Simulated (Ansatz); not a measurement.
# Si in Cu(100), 2x2: scattering by a point defect

Wanted: the reflection from a plane of defects, Si in Cu(100), 2x2, and the resistivity it implies.

Method: Ansatz plane-wave DFT, PBE, PAW files; ballistic transport by layer matching (Landauer), zero bias; PAW set soft_1, in the first sound run; inputs show where later runs differ, in Ansatz 0.2.0.

## Step 1: The structure

The cell holds 56 atoms: 55 Cu and 1 Si. Cell: a = 5.112 Å, b = 5.112 Å, c = 25.305 Å, α = 90.0°, β = 90.0°, γ = 90.0°. It derives from Cu. Regions: lead, 32 atoms (32 Cu); scattering region, 24 atoms (23 Cu and 1 Si). The structure is stacked along c, and the current runs across the ab planes.

## Step 2: Transmission at ideal sites

The defect sits in one plane of the supercell, all atoms on ideal sites; the layers about the cell's end are the lead. The mesh across the current, 10×10, is finer than the density's, because channels open and close sharply across the zone. Energies from -0.1 to 0.1 eV in steps of 0.05 eV are too few for the program's thermal sum, so it prints no conductance; for a metal the transmission near the Fermi level serves, at a fraction of the cost.

input.yaml reads:

```yaml
crystal:
  lattice:
    - [5.1123254594, 0.0, 0.0]
    - [0.0, 5.1123254594, 0.0]
    - [0.0, 0.0, 25.30472]
  atoms:
    - { symbol: Cu, position: [0.0, 0.0, 0.0357142857] }
    - { symbol: Cu, position: [0.0, 0.5, 0.0357142857] }
    - { symbol: Cu, position: [0.5, 0.0, 0.0357142857] }
    - { symbol: Cu, position: [0.5, 0.5, 0.0357142857] }
    - { symbol: Cu, position: [0.25, 0.25, 0.1071428571] }
    - { symbol: Cu, position: [0.25, 0.75, 0.1071428571] }
    - { symbol: Cu, position: [0.75, 0.25, 0.1071428571] }
    - { symbol: Cu, position: [0.75, 0.75, 0.1071428571] }
    - { symbol: Cu, position: [0.0, 0.0, 0.1785714286] }
    - { symbol: Cu, position: [0.0, 0.5, 0.1785714286] }
    - { symbol: Cu, position: [0.5, 0.0, 0.1785714286] }
    - { symbol: Cu, position: [0.5, 0.5, 0.1785714286] }
    - { symbol: Cu, position: [0.25, 0.25, 0.25] }
    - { symbol: Cu, position: [0.25, 0.75, 0.25] }
    - { symbol: Cu, position: [0.75, 0.25, 0.25] }
    - { symbol: Cu, position: [0.75, 0.75, 0.25] }
    - { symbol: Cu, position: [0.0, 0.0, 0.3214285714] }
    - { symbol: Cu, position: [0.0, 0.5, 0.3214285714] }
    - { symbol: Cu, position: [0.5, 0.0, 0.3214285714] }
    - { symbol: Cu, position: [0.5, 0.5, 0.3214285714] }
    - { symbol: Cu, position: [0.25, 0.25, 0.3928571429] }
    - { symbol: Cu, position: [0.25, 0.75, 0.3928571429] }
    - { symbol: Cu, position: [0.75, 0.25, 0.3928571429] }
    - { symbol: Cu, position: [0.75, 0.75, 0.3928571429] }
    - { symbol: Cu, position: [0.0, 0.0, 0.4642857143] }
    - { symbol: Cu, position: [0.0, 0.5, 0.4642857143] }
    - { symbol: Cu, position: [0.5, 0.0, 0.4642857143] }
    - { symbol: Cu, position: [0.5, 0.5, 0.4642857143] }
    - { symbol: Si, position: [0.25, 0.25, 0.5357142857] }
    - { symbol: Cu, position: [0.25, 0.75, 0.5357142857] }
    - { symbol: Cu, position: [0.75, 0.25, 0.5357142857] }
    - { symbol: Cu, position: [0.75, 0.75, 0.5357142857] }
    - { symbol: Cu, position: [0.0, 0.0, 0.6071428571] }
    - { symbol: Cu, position: [0.0, 0.5, 0.6071428571] }
    - { symbol: Cu, position: [0.5, 0.0, 0.6071428571] }
    - { symbol: Cu, position: [0.5, 0.5, 0.6071428571] }
    - { symbol: Cu, position: [0.25, 0.25, 0.6785714286] }
    - { symbol: Cu, position: [0.25, 0.75, 0.6785714286] }
    - { symbol: Cu, position: [0.75, 0.25, 0.6785714286] }
    - { symbol: Cu, position: [0.75, 0.75, 0.6785714286] }
    - { symbol: Cu, position: [0.0, 0.0, 0.75] }
    - { symbol: Cu, position: [0.0, 0.5, 0.75] }
    - { symbol: Cu, position: [0.5, 0.0, 0.75] }
    - { symbol: Cu, position: [0.5, 0.5, 0.75] }
    - { symbol: Cu, position: [0.25, 0.25, 0.8214285714] }
    - { symbol: Cu, position: [0.25, 0.75, 0.8214285714] }
    - { symbol: Cu, position: [0.75, 0.25, 0.8214285714] }
    - { symbol: Cu, position: [0.75, 0.75, 0.8214285714] }
    - { symbol: Cu, position: [0.0, 0.0, 0.8928571429] }
    - { symbol: Cu, position: [0.0, 0.5, 0.8928571429] }
    - { symbol: Cu, position: [0.5, 0.0, 0.8928571429] }
    - { symbol: Cu, position: [0.5, 0.5, 0.8928571429] }
    - { symbol: Cu, position: [0.25, 0.25, 0.9642857143] }
    - { symbol: Cu, position: [0.25, 0.75, 0.9642857143] }
    - { symbol: Cu, position: [0.75, 0.25, 0.9642857143] }
    - { symbol: Cu, position: [0.75, 0.75, 0.9642857143] }
kpoints:
  mp_grid: { grid: [4, 4, 1] }
hamiltonian:
  xc: pbe
  pseudopotentials: { kind: paw, azcp: { folder: soft_1 } }
scf:
  occupations: { method: fermi_dirac, width: 0.1 }
output:
  transmission: { leads: [[0, 4]], kmesh: [10, 10], e_range: [-0.1, 0.1], de: 0.05 }
  write_potential: true
  write_density: true
  volumetric_format: npy
  elf: true
```

On the command line:

```console
$ ansatz run input.yaml --threads 4 --pin off --max-ram 15360MiB --backend cpu --events-out ev --progress --plain --runs-dir out
```

Numbers of over 12 decimals in the logs are rounded to 6 here.

What it wrote:

```text
Engine: ansatz 0.2.0, aarch64-unknown-linux-gnu
Pseudopotentials: kind: paw
Pseudopotential: Cu, paw, valence charge 19, recommended cutoff 420 eV (normal), soft_1/Cu.paw.azcp
Pseudopotential: Si, paw, valence charge 4, recommended cutoff 420 eV (normal), soft_1/Si.paw.azcp
Functional definition: PBE
  parameter kappa = 0.804
  parameter beta = 0.066725
  exchange = pbe_x(kappa = kappa, mu = beta*pi^2/3)
  correlation = pbe_c(beta = beta)
Crystal: 56 atoms, lattice volume = 661.361 Å³
Basis set: ecut = 420 eV, 12885 PW (Γ)
Bands: 630, of which v1, the nominal top of the filled ones, is band 525 counted from 1 (524 counted from 0)
Symmetry: 16 space group operations
Space group: P4/mmm (ITA 123), of the structure as read, at distance tolerance 8.7e-5 Å
k-points: 6 of 16
Non-local potential: Cu, projectors of the file, l = 0: 3, l = 1: 2, l = 2: 3, l = 3: 1
Non-local potential: Si, projectors of the file, l = 0: 2, l = 1: 2, l = 2: 1
PAW form: soft (Blöchl's): semilocal exchange-correlation on the pseudo side does not see the compensation charge
PAW one-centre angular grid: Cu, 590 points (default); XC on 64 Gauss nodes
PAW one-centre angular grid: Si, 110 points (default); XC on 64 Gauss nodes
Initial density: superposition of atomic densities (chi_scale 0.1, normalization cell)
Initial wavefunctions: pseudopotential atomic-orbital guess
Functional: x = pbe(κ = 0.804, μ = 0.219515), c = pbe(β = 0.066725)
SCF iter   1: F=—  HF=-365072.937022 eV  |F-HF|=—  |Δ(HF+E_count)|=         —  Δρ=2.71e-1  dr2=2.94e2  ethr=3.10e-3  ⟨swp⟩=5.0  Hψ=12398  notcnv=0  defer=2
preconditioner: auto → Kerker (q_TF=auto, 2.946 Å⁻¹)  [metal: Δε(μ)=0.008 eV  Ē_g=9.059 eV  σ=0.100 eV  W_gap=0.02  n_scr=306 (ndim 8)  ℏωp=35.6 eV  f_vac=0.000  D(μ)=34.06/eV (n_scr^D=348)]
SCF iter   2: F=—  HF=-365030.130425 eV  |F-HF|=—  |Δ(HF+E_count)|=    4.28e1  Δρ=7.47e-2  dr2=2.94e1  ethr=3.10e-3  ⟨swp⟩=2.0  Hψ=7347  notcnv=0  defer=453
SCF iter   3: F=—  HF=-365022.537361 eV  |F-HF|=—  |Δ(HF+E_count)|=    7.59e0  Δρ=4.50e-2  dr2=1.10e1  ethr=2.80e-3  ⟨swp⟩=2.0  Hψ=4449  notcnv=0  defer=467
SCF iter   4: F=—  HF=-365020.579013 eV  |F-HF|=—  |Δ(HF+E_count)|=    1.96e0  Δρ=8.76e-3  dr2=3.73e-1  ethr=1.05e-3  ⟨swp⟩=2.0  Hψ=5164  notcnv=0  defer=472
SCF iter   5: F=—  HF=-365021.029189 eV  |F-HF|=—  |Δ(HF+E_count)|=   4.50e-1  Δρ=2.67e-3  dr2=3.58e-2  ethr=3.55e-5  ⟨swp⟩=2.0  Hψ=6324  notcnv=0  defer=481
SCF iter   6: F=—  HF=-365021.044409 eV  |F-HF|=—  |Δ(HF+E_count)|=   1.52e-2  Δρ=1.61e-3  dr2=1.18e-2  ethr=3.41e-6  ⟨swp⟩=2.0  Hψ=6464  notcnv=0  defer=481
SCF iter   7: F=—  HF=-365021.042547 eV  |F-HF|=—  |Δ(HF+E_count)|=   1.86e-3  Δρ=2.88e-4  dr2=1.15e-3  ethr=1.13e-6  ⟨swp⟩=2.0  Hψ=6395  notcnv=0  defer=481
SCF iter   8: F=—  HF=-365021.042537 eV  |F-HF|=—  |Δ(HF+E_count)|=   1.00e-5  Δρ=1.12e-4  dr2=1.17e-4  ethr=1.09e-7  ⟨swp⟩=2.0  Hψ=5120  notcnv=0  defer=481
SCF iter   9: F=—  HF=-365021.042484 eV  |F-HF|=—  |Δ(HF+E_count)|=   5.26e-5  Δρ=9.07e-5  dr2=9.34e-5  ethr=1.11e-8  ⟨swp⟩=2.0  Hψ=6457  notcnv=0  defer=481
SCF iter  10: F=—  HF=-365021.042755 eV  |F-HF|=—  |Δ(HF+E_count)|=   2.71e-4  Δρ=1.28e-5  dr2=4.16e-6  ethr=8.91e-9  ⟨swp⟩=2.0  Hψ=6407  notcnv=0  defer=481
SCF iter  11: F=—  HF=-365021.042756 eV  |F-HF|=—  |Δ(HF+E_count)|=   8.12e-7  Δρ=1.06e-5  dr2=2.43e-6  ethr=3.96e-10  ⟨swp⟩=2.0  Hψ=5101  notcnv=0  defer=481
SCF iter  12: F=—  HF=-365021.042756 eV  |F-HF|=—  |Δ(HF+E_count)|=   3.34e-8  Δρ=8.28e-6  dr2=1.57e-6  ethr=2.31e-10  ⟨swp⟩=2.0  Hψ=3739  notcnv=0  defer=481
SCF iter  13: F=—  HF=-365021.042756 eV  |F-HF|=—  |Δ(HF+E_count)|=   6.94e-8  Δρ=3.67e-6  dr2=9.23e-8  ethr=9.53e-12  ⟨swp⟩=7.3  Hψ=14427  notcnv=0
SCF iter  14: F=-365021.042756 eV  HF=-365021.042756 eV  |F-HF|=7.24e-8  |Δ(HF+E_count)|=   2.79e-9  Δρ=1.59e-6  dr2=7.27e-8  ethr=8.80e-12  ⟨swp⟩=2.0  Hψ=6960  notcnv=0
SCF 1 converged in 14 iterations: F = -365021.042756 eV  dr2 = 7.27e-8
  greatest PAW one-centre occupation: 1.000 electrons in one spin orbital (limit 2), on the Cu atom at site 31 (counted from 0), in its partial waves of l = 0
transmission: 87 of 840 steps passed
transmission: 171 of 840 steps passed
[...]
transmission: 840 of 840 steps passed
SCF converged after 14 iterations
Free energy (F): -365021.042756 eV
Harris-Foulkes:  -365021.042756 eV  (|F-HF|=7.24e-8)
Internal energy: -365020.242781 eV  (E = F + TS)
E sigma→0 (E₀):  -365020.642769 eV
Entropy (-TS):   -0.799975 eV (-14.285 meV/atom)
Fermi energy:    16.363645 eV
--- Per-component energies (eV) ---
  E_band       = -20218.844401
  E_kinetic    = 14439.560664
  E_local      = -252578.911714  (includes V_loc(G=0)·N_el)
  E_nonlocal   = 48950.761406
  E_hartree    = 107336.722204
  E_xc         = -3855.028197
  E_vxc        = -4953.062033  (∫ρ·V_xc dr)
  E_paw        = -100321.518357  (= ΣΔE_a)
  E_vpaw       = -40750.712843  (= ΣTr[D̂ρ^β])
  E_aug_tail   = 0.056542  (compensation charges beyond the density's cutoff)
  E_ewald      = -178991.885331
  E_smearing   = -0.799975  (= −TS)
  E_closure    = 0.000000  (closes the sum)
  Σ components = -365021.042756   (vs F -365021.042756, Δ=0.00e0)
--- Band table (eV; the first three rows and the last of 6) ---
  k-point 0: bands = [... 521 lower, 15.8310, 15.9109, 15.9224, 15.9280, 15.9280, 15.9957, 15.9998, 15.9998, ... 101 higher]
  k-point 1: bands = [... 521 lower, 16.2328, 16.2366, 16.3003, 16.3043, 16.4147, 16.4177, 16.5049, 16.5076, ... 101 higher]
  k-point 2: bands = [... 521 lower, 16.6497, 16.6678, 16.6817, 16.7448, 16.7684, 16.7841, 16.7935, 16.7969, ... 101 higher]
  k-point 5: bands = [... 521 lower, 15.5197, 15.5672, 16.2975, 16.3341, 16.4466, 16.4466, 16.4928, 16.4928, ... 101 higher]
--- Transmission ---
  basis      : 225 plane waves across, 40 finite elements along
  points     : 21, standing for a mesh of 10 x 10
  energies   : 5 from -0.100000 to 0.100000 eV about the Fermi level, 0.050000 eV apart; the leads are filled to 0.000000 eV, and channels, transmission and decay are at 0.000000 eV
  crystal 0  : Cu4, at the sites [0, 4], period 1.8075 Å, over 23.50 Å; its Hamiltonian steps by up to 3.0 meV
    offset         : up to 0.0000 Å between an atom of the period and one for which it stands
    channels       : 3.570000e0 a spin
    conductance    : none, the energies end too early or step too widely for 300 K: set another output.transmission.e_range or a lower de, or, where they end at an eighth of basis.ecutwfc, a higher one
  junction   : crystal 0 to crystal 0, 1.11 to 24.61 Å
    transmission   : 3.023650e0 a spin
    conductance    : none, the energies end too early or step too widely for 300 K: set another output.transmission.e_range or a lower de, or, where they end at an eighth of basis.ecutwfc, a higher one
```

Wall time 5.8 min (4 threads of Arm Neoverse V1, shared host); peak memory 7.2 GiB; 22 min of CPU time.

The column dr2 measures how far the density is from self-consistency, as an energy; F and HF (Harris–Foulkes) agree once it is small.

This run has no spin polarisation although its electron count is odd.

Numbers from this step:

- free energy: -365021.0428 eV
- energy at zero smearing: -365020.6428 eV
- Fermi energy: 16.36 eV
- cell area: 26.14 Å²
- transmission per spin nearest the Fermi level: 3.024
- open channels per spin nearest the Fermi level: 3.57
- step of the lead's potential: 3 meV

Per spin. Table of transmission, zone mean by energy, zero at the Fermi level:

```
energy (eV)  transmission, zone mean
    -0.1000                     2.95
    -0.0500                     3.02
     0.0000                     3.02
     0.0500                     3.08
     0.1000                     3.12
```

Per spin. The open channels, zone mean, lead by energy, zero at the Fermi level:

```
energy (eV)  open channels, zone mean, lead
    -0.1000                            3.57
    -0.0500                            3.57
     0.0000                            3.57
     0.0500                            3.65
     0.1000                            3.65
```

Transmission over k1 and k2. At 0.0000 eV from the Fermi level.

Values, 10 rows by 10 columns:
```
3.93 3.93 3.92 3.83 3.47 1.08 3.47 3.83 3.92 3.93
3.93 3.92 3.83 3.71 3.19 2.11 3.19 3.71 3.83 3.92
3.86 3.83 3.71 3.27 2.25 1.42 2.25 3.27 3.71 3.83
3.15 3.47 3.19 2.25 1.43 1.18 1.43 2.25 3.19 3.47
0.97 1.08 2.11 1.42 1.18 0.94 1.18 1.42 2.11 1.08
3.15 3.47 3.19 2.25 1.43 1.18 1.43 2.25 3.19 3.47
3.86 3.83 3.71 3.27 2.25 1.42 2.25 3.27 3.71 3.83
3.93 3.92 3.83 3.71 3.19 2.11 3.19 3.71 3.83 3.92
3.93 3.93 3.92 3.83 3.47 1.08 3.47 3.83 3.92 3.93
3.93 3.93 3.93 3.86 3.15 0.97 3.15 3.86 3.93 3.93
```
Columns: k1 (b1) from -0.5 to 0.4; rows upwards: k2 (b2) from -0.5 to 0.4.

Open channels over k1 and k2. At 0.0000 eV from the Fermi level.

Ten even steps from '_' (1.00) to '@' (4.00):
```
@@@@@@@@@@--@@@@@@@@
@@@@@@@@@@@@@@@@@@@@
@@@@@@@@**--**@@@@@@
@@@@@@****--****@@@@
----@@----__----@@--
@@@@@@****--****@@@@
@@@@@@@@**--**@@@@@@
@@@@@@@@@@@@@@@@@@@@
@@@@@@@@@@--@@@@@@@@
@@@@@@@@@@--@@@@@@@@
```
Columns: k1 (b1) from -0.5 to 0.4; rows upwards: k2 (b2) from -0.5 to 0.4.

Valence density in the ca plane at fractional y = 0.250, with atoms of Cu and Si within 0.2 Å of it. It is the smooth field of the valence electrons, not physical close to the nuclei.

Ten steps, logarithmic in the rise over the least value, from '0' (0 e/Å³) to '9' (42 e/Å³), each cell a mean:
```
00000100000000010000000011000000001100000000
00024420000002442000000244200000024420000002
00148951000015895100001588510000158851000014
00159961000015996100001599610000159961000015
00036741000003663100000366410000036631000013
00012210000001221000000122100000012210000001
00000000000000000000000000000000000000000000
00000100000000010000000000000000001100000000
00024420000002442000000000000000024420000002
00148951000015895100000000000000158851000014
00159961000015996100000000000000159961000015
00036741000003663100000000000000036631000013
00012210000001221000000000000000012210000001
00000000000000000000000000000000000000000000
```
Columns run along c (16.0 Å, from fractional 0.18 to 0.82 of the cell), rows up along a (5.1 Å). Atoms in or near the plane, at fractional coordinates: Cu at (0.25, 0.25), Cu at (0.25, 0.75), Cu at (0.39, 0.25), Cu at (0.39, 0.75), Si at (0.54, 0.25), Cu at (0.54, 0.75), Cu at (0.68, 0.25), Cu at (0.68, 0.75).

Electrostatic potential energy in the ca plane at fractional y = 0.250, with atoms of Cu and Si within 0.2 Å of it. With pseudopotentials it is smooth inside the atoms' cores, unlike the true potential.

Values in eV, 8 rows by 16 columns, each cell a mean:
```
 17   5  11  17  15   2  16  17   9   5  17  17   3  13  17  14
 17 -33 -15  18   5 -43   7  18 -18 -31  17  15 -38  -7  19  -1
 17 -24  -8  18   8 -33  10  18 -10 -22  17  15 -29  -2  18   3
 17  13  15  16  17  11  17  16  14  12  16  17  12  16  16  16
 17   5  11  17  15   2  16  16   8   4  16  17   3  13  17  14
 17 -33 -15  18   5 -43   7  17  -7  -9  16  14 -38  -7  19  -1
 17 -24  -8  18   8 -33  10  17  -5  -9  16  15 -29  -2  18   3
 17  13  15  16  17  11  17  16  13  11  16  17  12  16  16  16
```
Columns run along c (16.0 Å, from fractional 0.18 to 0.82 of the cell; values clipped at the 3rd and 97th percentile), rows up along a (5.1 Å). Atoms in or near the plane, at fractional coordinates: Cu at (0.25, 0.25), Cu at (0.25, 0.75), Cu at (0.39, 0.25), Cu at (0.39, 0.75), Si at (0.54, 0.25), Cu at (0.54, 0.75), Cu at (0.68, 0.25), Cu at (0.68, 0.75).

ELF in the ca plane at fractional y = 0.250, with atoms of Cu and Si within 0.2 Å of it. It is the smooth field of the valence electrons, not physical close to the nuclei.

Ten even steps from '0' (0.15) to '9' (0.65), each cell a mean:
```
12210012211221001221122111122112210012211221
11000000111100000011120000002112000000111100
11004500111100450011110045001111004400111100
11006800011100780011110078001111007700111100
11001100111100110011110011001111001100111100
12100001211210000121121000012112100001211210
12221112211222111221123333332112221112211222
12210012211221001221126899963112210012211221
11000000111100000011148977994211000000111100
11004500111100450011259755696211004400111100
11006800011100780001269655596210007700111100
11001100111100110011259855895211001100111100
12100001211210000121137999973112100001211210
12221112211222111221124677642112221112211222
```
Columns run along c (16.0 Å, from fractional 0.18 to 0.82 of the cell), rows up along a (5.1 Å). Atoms in or near the plane, at fractional coordinates: Cu at (0.25, 0.25), Cu at (0.25, 0.75), Cu at (0.39, 0.25), Cu at (0.39, 0.75), Si at (0.54, 0.25), Cu at (0.54, 0.75), Cu at (0.68, 0.25), Cu at (0.68, 0.75).

Over the solved energies the transmission per spin lies between 2.95 and 3.12, out of 3.60 channels of the lead on average (up to 3.65).

## Step 3: Resistance at ideal sites

This step: Ansatz plane-wave DFT, PBE, PAW files; ballistic transport by layer matching (Landauer), zero bias; area resistance of the defect plane and resistivity an atomic per cent; PAW set soft_1 (Ansatz 0.2.0).

Numbers from this step:

```
area resistance                                                                                 : 0.1715 fΩ m²
T over the leads' mean channel count                                                            : 0.8454
resistivity per at.% scaled from this dense plane, with the factor 3/4 for isotropic scattering : 2.846 µΩ cm
```

Averaged over the energies near the Fermi level, 84.5 % of the channels pass, which makes 0.171 fΩ m².

By hand, with T and the leads' channels N averaged over the energies near the Fermi level: RA = A (h/2e²)(1/T − 1/N) = 26.14×10⁻²⁰ m² × 12 906 Ω × (1/3.041 − 1/3.597) = 0.171 fΩ m². Per atomic per cent: RA × A / V_atom × 0.01 × 3/4 = 2.85 µΩ cm, with the host's V_atom = 11.81 Å³.

(Part 1 of 3 ends here.)

[Logs are printed without paths, hosts, clocks, repeated set-up lines and the standing remarks that a program may print on its own settings, such as how far it seeks lower states.]

[Hosts, paths, dates, database ids (printed as entryN), source tags and the programs' standing remarks are cut or masked in the printed files.]
